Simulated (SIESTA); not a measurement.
Ga2O3:

```xyz
10
Lattice="6.1070 -1.5186 0.0000 6.1070 1.5186 0.0000 -1.3860 0.0000 5.6300" Properties=species:S:1:pos:R:3 pbc="T T T"
Ga    3.2184    0.0000    3.8621
Ga    7.6096    0.0000    1.7679
Ga   10.8240    0.0000    1.1564
Ga    0.0041    0.0000    4.4736
O     5.1267    0.0000    4.1853
O     5.7013    0.0000    1.4447
O     9.4919    0.0000    2.4592
O     1.3361    0.0000    3.1708
O     8.9710    0.0000    5.0118
O     1.8570    0.0000    0.6182
```

Program: SIESTA 5.4.2. Alike in all runs: task band structure; no spin polarisation; cell as given; k mesh 6 × 6 × 4; smearing fermi-dirac 0.05 eV; grid cutoff 800 Ry.

Problem. Order these runs on this cell by their pressure, lowest first.
A. level PBE; potentials or basis PseudoDojo 0.4 standard (PBE files), TZP (energy shift 0.01 Ry); energy shift 0.01 Ry
B. level AM05; potentials or basis PseudoDojo 0.4 standard (PBEsol files), DZP (energy shift 0.003 Ry; two zetas on semicore shells); energy shift 0.003 Ry
C. level PBE; potentials or basis PseudoDojo 0.4 standard (PBE files), SZ (energy shift 0.003 Ry); energy shift 0.003 Ry
D. level PBE; potentials or basis SG15 1.2 (PBE files) or PseudoDojo by element, DZP (energy shift 0.003 Ry; two zetas on semicore shells); energy shift 0.003 Ry

Solution. B (5.8 GPa), A (11.1 GPa), D (14.2 GPa), C (22.4 GPa).

Caveats: the basis of atomic orbitals isn't converged, which shifts pressures, moduli and gaps; the basis has no polarisation orbitals (some runs); so large a pressure means that the cell lies far from this level's equilibrium, or that cutoff or potentials fall short (some runs); the potentials were made for another functional, which shifts forces and pressure (some runs); semicore shells carry a single zeta, which can move pressures by several GPa and volumes by a few percent (some runs).
